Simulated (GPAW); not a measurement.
# GaSb (F-43m) in GPAW: settings compared, part 2 of 2

GPAW 26.7.0.

## (4) Band structure, PBE

Contents of run.py:

```python
from ase.dft.bandgap import bandgap
from ase.io import read, write
from gpaw import GPAW

atoms = read('POSCAR')

calc = GPAW(mode='lcao',
            h=0.16,
            basis='dzp',
            xc='PBE',
            kpts={'size': (6, 6, 6), 'gamma': True},
            occupations={'name': 'fermi-dirac', 'width': 0.05},
            convergence={'density': 1e-05, 'energy': 1e-05},
            maxiter=150,
            txt='gpaw.txt')
atoms.calc = calc
energy = atoms.get_potential_energy()
forces = atoms.get_forces()
calc.write('gs.gpw')
write('result.traj', atoms)
print(f'Energy: {energy:.6f} eV')
print('Forces (eV/A):')
print(forces.round(4))
print('Fermi level:', round(calc.get_fermi_level(), 4), 'eV')
print(f'Gap: {bandgap(calc)[0]:.4f} eV, direct: {bandgap(calc, direct=True)[0]:.4f} eV')

path = atoms.cell.bandpath('GXWKGLUWLK,UX', npoints=60, eps=1e-4)
bs_calc = calc.fixed_density(kpts=path, symmetry='off', txt='bands.txt')
bs = bs_calc.band_structure()
bs.write('bs.json')
print(f'Gap on the path: {bandgap(bs_calc)[0]:.4f} eV')
```

Contents of POSCAR:

```
GaSb
1.0
    0.0000000000      3.0590000000      3.0590000000
    3.0590000000      0.0000000000      3.0590000000
    3.0590000000      3.0590000000      0.0000000000
Sb Ga
1 1
Direct
    0.7500000000      0.7500000000      0.7500000000
    0.0000000000      0.0000000000      0.0000000000
```

Potentials or basis: GPAW PAW data sets (gpaw-data 1.2.1), lcao:dzp.

On the command line:

```bash
> OMP_NUM_THREADS=1 python run.py
```

Run time: 60 s. Hardware: 1 thread of Arm Neoverse V2, shared host; peak memory 0.24 GiB.

It converged, with:

```yaml
Free_energy: -7.0897 eV
Band_gap_on_the_k_mesh: 0.12 eV, direct
Band_gap_along_the_path: 0.12 eV, direct
```

Levels at the corners of the path, in eV from the valence-band top:
```tsv
point	band 7	band 8	band 9	band 10	band 11	band 12
Γ	0.00	0.00	0.00	0.12	2.89	2.89
X	-6.79	-2.57	-2.57	1.00	1.32	8.99
W	-6.65	-3.34	-3.13	3.80	4.47	4.60
K	-6.61	-3.61	-2.19	1.49	4.02	7.00
Γ	0.00	0.00	0.00	0.12	2.89	2.89
L	-6.36	-1.14	-1.14	0.47	4.07	4.07
U	-6.61	-3.61	-2.19	1.49	4.02	7.00
W	-6.65	-3.34	-3.13	3.80	4.47	4.60
L	-6.36	-1.14	-1.14	0.47	4.07	4.07
K	-6.61	-3.61	-2.19	1.49	4.02	7.00
U	-6.61	-3.61	-2.19	1.49	4.02	7.00
X	-6.79	-2.57	-2.57	1.00	1.32	8.99
```

Caveat: the real-space grid adds noise to forces; spin-orbit coupling is left out, which moves the levels of the heavy elements; the basis of atomic orbitals isn't converged, which shifts pressures, moduli and gaps.

## (5) Equation of state, revPBE+D3(BJ)

Contents of run.py:

```python
from ase.calculators.mixing import SumCalculator
from ase.eos import EquationOfState
from ase.io import Trajectory, read
from ase.units import GPa
from dftd3.ase import DFTD3
from gpaw import GPAW, PW

atoms = read('GaSb.cif')

traj = Trajectory('eos.traj', 'w')
volumes, energies = [], []
for x in [0.94, 0.96, 0.98, 1.0, 1.02, 1.04, 1.06]:
    a = atoms.copy()
    a.set_cell(atoms.cell * x**(1 / 3), scale_atoms=True)
    calc = GPAW(mode=PW(600),
                xc='revPBE',
                kpts={'size': (6, 6, 6), 'gamma': True},
                occupations={'name': 'fermi-dirac', 'width': 0.05},
                nbands=18,
                convergence={'density': 1e-05, 'energy': 1e-05},
                maxiter=150,
                txt=f'eos-{x:.2f}.txt')
    a.calc = SumCalculator([calc, DFTD3(method='revpbe', damping='d3bj')])
    energies.append(a.get_potential_energy())
    volumes.append(a.get_volume())
    p = -a.get_stress()[:3].mean() / GPa
    calc.write(f'eos-{x:.2f}.gpw')
    traj.write(a)
    print(f'{x:.2f} {volumes[-1]:10.4f} A^3 {energies[-1]:14.6f} eV {p:9.3f} GPa', flush=True)

v0, e0, B = EquationOfState(volumes, energies, eos='birchmurnaghan').fit()
print(f'V0 = {v0:.4f} A^3, E0 = {e0:.6f} eV, B0 = {B / GPa:.2f} GPa')
```

Contents of GaSb.cif:

```cif
data_GaSb
_cell_length_a 4.32607929
_cell_length_b 4.32607929
_cell_length_c 4.32607929
_cell_angle_alpha 60.00000000
_cell_angle_beta 60.00000000
_cell_angle_gamma 60.00000000
_space_group_name_H-M_alt 'P1'
_space_group_name_Hall 'P 1'
_space_group_IT_number 1
loop_
_space_group_symop_operation_xyz
'x,y,z'
loop_
_atom_site_label
_atom_site_type_symbol
_atom_site_symmetry_multiplicity
_atom_site_Wyckoff_symbol
_atom_site_fract_x
_atom_site_fract_y
_atom_site_fract_z
_atom_site_occupancy
Sb1 Sb 1 a 0.7500000000 0.7500000000 0.7500000000 1
Ga1 Ga 1 a 0.0000000000 0.0000000000 0.0000000000 1
```

Potentials or basis: the program's PAW data sets (release 1.2.1) made for this functional, pw.

On the command line:

```bash
> OMP_NUM_THREADS=1 python run.py
```

What it wrote:

```text
__  _  _
 | _ |_)|_||  |
 |__||  | ||/\| - 26.7.0

Input parameters:
  mode=PW(ecut=600.0),
  convergence={'density': 1e-05, 'energy': 1e-05},
  kpts=MonkhorstPack(size=(6, 6, 6), gamma=True),
  maxiter=150,
  nbands=18,
  occupations=Occupations(name='fermi-dirac', width=0.05),
  xc=XC(name='revPBE')

Diagonalizing LCAO Hamiltonian
Converting LCAO to pw mode

                          Sb

       Ga

Atoms  # Å, Bohr magnetons
|   | symbol |        x |        y |        z |    initial magnetic moments |
|---|--------|----------|----------|----------|-----------------------------|
| 0 |     Sb | 6.401417 | 3.695860 | 2.613368 | ( 0.0000,  0.0000,  0.0000) |
| 1 |     Ga | 0.000000 | 0.000000 | 0.000000 | ( 0.0000,  0.0000,  0.0000) |

Unit cell  # Å
| periodic |        x |        y |        z |  lengths |    angles |
|----------|----------|----------|----------|----------|-----------|
|      yes | 4.267612 | 0.000000 | 0.000000 | 4.267612 | 60.000000 |
|      yes | 2.133806 | 3.695860 | 0.000000 | 4.267612 | 60.000000 |
|      yes | 2.133806 | 1.231953 | 3.484490 | 4.267612 | 60.000000 |

Number of symmetries: 24
Symmetry operations  # r_c * U_cc + t_c -> r_c
|    | kind |            matrix            |
|----|------|------------------------------|
|  0 |  E   |  1, 0, 0,  0, 1, 0,  0, 0, 1 |
|  1 |  σ   |  1, 0, 0,  0, 0, 1,  0, 1, 0 |
|  2 |  σ   |  1, 0,-1,  0, 1,-1,  0, 0,-1 |
|  3 |  C3  |  1, 0,-1,  0, 0,-1,  0, 1,-1 |
|  4 |  C3  |  1,-1, 0,  0,-1, 1,  0,-1, 0 |
|  5 |  σ   |  1,-1, 0,  0,-1, 0,  0,-1, 1 |
|  6 |  σ   |  0, 1, 0,  1, 0, 0,  0, 0, 1 |
|  7 |  C3  |  0, 1, 0,  0, 0, 1,  1, 0, 0 |
|  8 |  C2  |  0, 1,-1,  1, 0,-1,  0, 0,-1 |
[... 140 lines left out ...]

convergence criteria:
- Maximum integral of absolute [dens]ity change: 1e-05 electrons / valence electron
- Maximum [total energy] change in last 3 cyles: 1e-05 eV / valence electron
- Maximum integral of absolute [eigenst]ate change: 4e-08 eV^2 / valence electron
maximum number of iterations: 150

SCF iterations
|iter     | |      energy | eigst |  dens |
|---------|-|-------------|-------|-------|
|iter:   1| |   -6.955559 | +0.21 |       |
|iter:   2| |   -6.960697 | -2.02 | -1.28 |
|iter:   3| |   -6.960118 | -2.40 | -1.30 |
|iter:   4| |   -6.964921 | -3.09 | -1.83 |
|iter:   5| |   -6.965464 | -4.10 | -2.57 |
|iter:   6| |   -6.965631 | -4.78 | -2.94 |
|iter:   7| |   -6.965632c| -6.58 | -4.03 |
|iter:   8| |   -6.965632c| -7.30 | -4.50 |
|iter:   9| |   -6.965632c| -8.19c| -5.41c|

Converged in 9 steps
Energy contributions relative to reference atoms: (reference = -229177.001197)

Energy contributions:
  Kinetic:          17.037066
  Coulomb:         -14.614934
  Zero:              0.174789
  External:          0.000000
  Xc:               -9.562499
  Entropy:          -0.000108
  Spinorbit:         0.000000
  ----------------------------
  Free energy:      -6.965686
  Extrapolated:     -6.965632

dipole moment: (-15.167683, -8.757066, -6.192181)  # |e|*Ang

Fermi level: 5.644
Eigenvalues  # (at kpt = [0.000, 0.000, 0.000])
| band index |      eig [eV] | occ [0-2] |
|------------|---------------|-----------|
|          0 |       -23.440 |     2.000 |
|          1 |       -23.440 |     2.000 |
|          2 |       -23.440 |     2.000 |
|          3 |       -23.421 |     2.000 |
|          4 |       -23.421 |     2.000 |
|          5 |        -6.316 |     2.000 |
[... 10 lines left out ...]
|         16 |        15.029 |     0.000 |
|         17 |        15.029 |     0.000 |

Gap: 0.462 eV
Transition (v -> c):
  (s=0, k=0, n=8, [0.00, 0.00, 0.00]) -> (s=0, k=0, n=9, [0.00, 0.00, 0.00])
No difference between direct/indirect transitions

Stress tensor  # eV/Ang^3
|         x |         y |         z |
|-----------|-----------|-----------|
| -0.038247 |  0.000000 |  0.000000 |
|  0.000000 | -0.038247 |  0.000000 |
|  0.000000 |  0.000000 | -0.038247 |

# Writing to eos-0.96.gpw (mode='')
```

stdout:

```text
0.94    53.8141 A^3      -8.258539 eV     3.355 GPa
0.96    54.9591 A^3      -8.277502 eV     1.954 GPa
0.98    56.1041 A^3      -8.286958 eV     0.715 GPa
1.00    57.2491 A^3      -8.288028 eV    -0.360 GPa
1.02    58.3941 A^3      -8.282060 eV    -1.277 GPa
1.04    59.5390 A^3      -8.270070 eV    -2.115 GPa
1.06    60.6840 A^3      -8.252237 eV    -2.895 GPa
V0 = 56.8506 A^3, E0 = -8.288556 eV, B0 = 52.24 GPa
```

Run time: 56 s. Hardware: 1 thread of Arm Neoverse V2, shared host; peak memory 0.27 GiB.

Results:

| Property | Result |
| --- | --- |
| Equilibrium volume | 28.44 Å³/atom |
| Bulk modulus | 52 GPa |
| Pressure derivative of the bulk modulus | 5.5 (rough: it moves with the points fitted) |

Energy against volume, from the lowest point:
```
volume (Å³/atom)  energy (meV/atom)
          26.907              14.91
          27.480               5.41
          28.052               0.64
          28.625               0.00
          29.197               2.90
          29.770               8.91
          30.342              17.84
```

Spin-orbit coupling is left out, which matters for the levels of Sb.

## (6) Comparison with measurements

Step 2. Against the measured gap of GaSb, 0.811 eV (direct; 4.2 K; a printed reference work, data compilation), the calculated 0.00 eV is off by -0.81 eV. Spin-orbit coupling on Ga, Sb is left out. The value is that of LDA, without temperature or zero-point motion. Semilocal functionals fall short of measured gaps as a rule.

Step 4. Against the measured gap of GaSb, 0.811 eV (direct; 4.2 K; a printed reference work, data compilation), the calculated 0.12 eV is off by -0.69 eV. Spin-orbit coupling on Ga, Sb is left out. The value is that of PBE in an atomic basis (GPAW PAW data sets (gpaw-data 1.2.1), lcao:dzp), whose error adds to the functional's,, without temperature or zero-point motion. Semilocal functionals fall short of measured gaps as a rule.
